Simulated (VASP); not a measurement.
A run of VASP 6.6.1:

File INCAR:

```
  PREC = Accurate
  ENCUT = 600
  EDIFF = 1E-7
  ISMEAR = 0
  SIGMA = 0.02
  LREAL = False
  LASPH = True
  NELM = 100
  ALGO = Normal
  ISIF = 3
  LWAVE = False
  LCHARG = False
  GGA = PE
  IBRION = 2
  NSW = 100
  EDIFFG = -0.005
```

Contents of KPOINTS:

```
regular mesh
0
Gamma
  8 8 8
```

Contents of POSCAR:

```
CaF2
1.0
    0.0000000000      2.7310000000      2.7310000000
    2.7310000000      0.0000000000      2.7310000000
    2.7310000000      2.7310000000      0.0000000000
Ca F
1 2
Direct
    0.0000000000      0.0000000000      0.0000000000
    0.2500000000      0.2500000000      0.2500000000
    0.7500000000      0.7500000000      0.7500000000
```

Potentials or basis: VASP PAW PBE potentials, release 64 (Ca_sv, F).

Command:

```console
$ cat potpaw_PBE.64/Ca_sv/POTCAR potpaw_PBE.64/F/POTCAR > POTCAR
$ mpirun -np 1 vasp_std > vasp.out
```

Hardware: 1 thread of Intel(R) Xeon(R) Platinum 8488C (Sapphire Rapids), on a shared host.

**Question.** Estimate the wall time of this run.

**Answer.** Run time: 62 s on 1 thread of Intel(R) Xeon(R) Platinum 8488C (Sapphire Rapids), on a shared host, peak memory 0.19 GiB. Counts: scf iterations 26, k points 29, ion steps 2.
